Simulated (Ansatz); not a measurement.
A (001) slab of Rb (P6_3/mmc (No. 194)), 4 planes, outer planes Rb (top) and Rb (bottom), with 4 atoms (Rb4) in a surface cell of A = 21.397 Å², as cut from the bulk:

```yaml
crystal:
  lattice:
    - [4.97066, 0.00000, 0.00000]
    - [-2.48533, 4.30472, 0.00000]
    - [0.00000, 0.00000, 27.14528]
  atoms:
    - { symbol: Rb, position: [0.66667, 0.33333, 0.27629] }
    - { symbol: Rb, position: [0.33333, 0.66667, 0.42543] }
    - { symbol: Rb, position: [0.66667, 0.33333, 0.57457] }
    - { symbol: Rb, position: [0.33333, 0.66667, 0.72371] }
```

Method: DFT PBEsol, scalar-relativistic, plane waves, PAW in Ansatz. Cutoff 420 eV; k points 9×9×1 on the computed 4-atom cell (Γ-centred); Gaussian smearing, width 0.10 eV; no spin polarisation.

Against the same 4 atoms in the bulk, the slab as cut lies 0.240 eV higher and the relaxed slab 0.240 eV higher.

Task: Work out the surface energy before and after relaxation.

Result: The slab has two faces, so γ = (E_slab − N·E_bulk)/(2A), the mean of both. As cut: 0.240/(2 × 21.397) = 0.0056 eV/Å², and 1 eV/Å² = 16.02 J/m², so γ = 0.09 J/m². Relaxed: 0.240/(2 × 21.397) = 0.0056 eV/Å² = 0.09 J/m². Relaxation recovers 0.0 % of the cost of cutting.

Task: What is the ideal work of this cut, per area?

Result: Griffith's ideal work is 2γ: 0.18 J/m², whether the new faces relax or not. One thickness was run, 4 planes, so γ can still shift with it.

The reference crystal is a form of Rb, which isn't its usual structure.